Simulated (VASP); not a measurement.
Input of a VASP 6.6.1 run:

Contents of INCAR:

```
ALGO     = Fast           # electronic algorithm
EDIFF    = 1E-6           # SCF threshold, eV
ENCUT    = 520            # plane-wave cutoff, eV
ISIF     = 2              # what is computed and relaxed
ISMEAR   = -1             # smearing method
LASPH    = True           # aspherical terms in the spheres
LCHARG   = True           # write CHGCAR
LELF     = True           # ELF
LREAL    = False          # projectors in reciprocal space
LVHAR    = True         
LWAVE    = False          # write WAVECAR
NBANDS   = 16             # bands
NELM     = 100            # most SCF steps
PREC     = Accurate       # precision mode
SIGMA    = 0.15           # smearing width, eV
```

File KPOINTS:

```
k-points
0
Gamma
  14 14 14
```

File POSCAR:

```
InP
1.0
    0.0000000000      2.5965000000      2.5965000000
    2.5965000000      0.0000000000      2.5965000000
    2.5965000000      2.5965000000      0.0000000000
In P
1 1
Direct
    0.0000000000      0.0000000000      0.0000000000
    0.5000000000      0.5000000000      0.5000000000
```

Potentials or basis: VASP PAW LDA potentials, release 64 (In_d, P).

Launch:

```bash
$ cat potpaw_LDA.64/In_d/POTCAR potpaw_LDA.64/P/POTCAR > POTCAR
$ mpirun -np 1 vasp_std > vasp.out
```

(1) Estimate the pressure.

(2) What does it give for the band gap on the k mesh?

Answers

(1) 15.5 GPa.

(2) none (metal or under the smearing width).

Caveat: so large a pressure means that the cell lies far from this level's equilibrium, or that cutoff or potentials fall short.
